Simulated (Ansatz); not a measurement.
## AgBr: experiment and calculation

**Experimental background.**

From a printed reference work, data compilation, for a bulk crystal of AgBr at 299.15 K: lattice constant a 5.7745 Å.

The runs below are set against these values where they give the same quantity.

Computed with DFT PBE, scalar-relativistic, plane waves, PAW in Ansatz 0.2.0.

Cutoff 420 eV; k points 8×8×8 on the computed 2-atom cell (Γ-centred); Gaussian smearing, width 0.02 eV; no spin polarisation.

Relaxed structure, symmetry kept:

```cif
data_structure
_symmetry_space_group_name_H-M 'P 1'
_symmetry_Int_Tables_number 1
_cell_length_a 4.1319
_cell_length_b 4.1319
_cell_length_c 4.1319
_cell_angle_alpha 60.000
_cell_angle_beta 60.000
_cell_angle_gamma 60.000
_cell_volume 49.88
loop_
_atom_site_label
_atom_site_type_symbol
_atom_site_fract_x
_atom_site_fract_y
_atom_site_fract_z
_atom_site_occupancy
Ag1 Ag 0.00000 0.00000 0.00000 1
Br1 Br 0.50000 0.50000 0.50000 1
```

| Quantity | Value |
| --- | --- |
| Space group | Fm-3m (No. 225) |
| Volume per atom | 24.94 Å³ |
| Formation energy from the elements' standard states (Br, Hg as crystals; uncorrected) | -0.317 eV/atom |
| Kohn–Sham band gap | 0.69 eV |
| Löwdin character of the top 1 eV of the valence band | Br 4p 55 %, Ag 4d 42 % |
| Löwdin character of the lowest 1 eV of the conduction band | Ag 5s 65 %, Br 4s 20 %, Br 4p 15 % |
| Bader charges (e) | Ag (1 in the cell) 0.48, Br (1 in the cell) -0.48 |

Measured lattice constant a of AgBr: 5.7745 Å (299.15 K; a printed reference work, data compilation). This calculation gives 5.843 Å (+1.2 %). The calculation is for 0 K without zero-point motion.